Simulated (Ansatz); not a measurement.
**BaZr2O5: competing structures**

Level of theory: Ansatz 0.2.0, DFT PBE, scalar-relativistic, plane waves, PAW. All cells share a 420 eV cutoff and Γ-centred k meshes spaced at most about 0.3 Å⁻¹ (2π included). No spin polarisation.

Formation energies are uncorrected and refer to the elements' standard structures at the same level (O₂ as a molecule).

These are static total energies at zero pressure. Only the structures computed here compete, so a lower one can exist. Kohn–Sham gaps at this level usually fall short of measured ones.

Invented guesses were relaxed alike, and ends that match in structure were merged. ΔE counts from the first row. Coordination counts O atoms around Ba and Zr (those within 1.25 times the shortest such distance or 1.15 times the sum of covalent radii, 1.27 where that leaves under three; a plus sign parts nearer from farther groups). The ends were matched against large subsets of the Crystallography Open Database and the Materials Project, so a missing match doesn't prove that a structure is unreported.

```tsv
#	reached from	type and space group	atoms	Å³/atom	coordination	ΔE (meV/atom)	gap on mesh (eV)	in databases
1	a cell proposed by chemical analogy	I4_1/amd (No. 141)	16	14.7	Ba 8+4, Zr 6	0	3.13	no match
2	a cell proposed by chemical analogy	Cmmm (No. 65)	8	14.6	Ba 12, Zr 6	15	2.80	no match
3	random cell	P4/mmm (No. 123)	8	17.7	Ba 8, Zr 5	83	1.68	no match
4	a cell proposed by chemical analogy	Cmcm (No. 63)	16	17.1	Ba 6, Zr 5	93	4.06	no match
```

The lowest: Space group I4_1/amd (No. 141), tetragonal, a = 4.160 Å, c = 27.127 Å. Ba has 4 O at 2.77 Å, 4 O at 2.94 Å, 4 O at 3.22 Å and 8 Zr at 3.62 Å; Zr has 6 O at 2.10–2.20 Å, 2 Zr at 3.29 Å and 4 Ba at 3.62 Å; O on a site of symmetry -4m2 has 2 Zr at 2.12 Å, 4 O at 2.77 Å and 4 Ba at 2.94 Å; around O on a site of symmetry 2mm lie 2 Zr at 2.10 Å, 2 Ba at 2.77 Å and 2 O at 2.77 Å; O on a second site of symmetry 2mm has 3 Zr at 2.11–2.20 Å, 2 O at 2.79 Å, 4 O at 3.01 Å, 2 Ba at 3.22 Å and 4 O at 3.22–3.25 Å. Its energy over the elements is −3.267 eV/atom. A negative formation energy is needed for stability but isn't enough: competing phases decide. An observed structure of this formula, if there is one, may be missing.

```
Ba Zr O
1.0
    -2.07978    2.07978   13.56358
     2.07978   -2.07978   13.56358
     2.07978    2.07978  -13.56358
Ba Zr O
2 4 10
Direct
  0.25000 0.75000 0.50000
  0.50000 0.50000 0.00000
  0.92202 0.92202 0.00000
  0.07798 0.07798 0.00000
  0.82798 0.32798 0.50000
  0.67202 0.17202 0.50000
  0.00000 0.00000 0.00000
  0.06726 0.56726 0.50000
  0.43274 0.93274 0.50000
  0.90920 0.40920 0.50000
  0.59080 0.09080 0.50000
  0.75000 0.25000 0.50000
  0.68274 0.68274 0.00000
  0.31726 0.31726 0.00000
  0.84080 0.84080 0.00000
  0.15920 0.15920 0.00000
```

The second: Space group Cmmm (No. 65), orthorhombic, a = 4.218 Å, b = 13.458 Å, c = 4.127 Å. Around Ba lie 8 O at 2.81–2.95 Å, 4 O at 3.17 Å and 8 Zr at 3.63 Å; Zr has 6 O at 2.08–2.21 Å, 2 Zr at 3.27 Å and 4 Ba at 3.63 Å; around O on a site of symmetry mmm lie 2 Zr at 2.11 Å, 4 O at 2.78 Å and 4 Ba at 2.95 Å; O on a site of symmetry m2m is surrounded by 2 Zr at 2.08 Å, 2 O at 2.78 Å and 2 Ba at 2.81 Å; 1 more site not described. Counting O atoms around Ba and Zr, the first has Ba 8+4, Zr 6 and the second has Ba 12, Zr 6. Cells relaxed within their symmetry can be saddle points. Some candidate types were left out of the draw beforehand, so a known form may be missing.
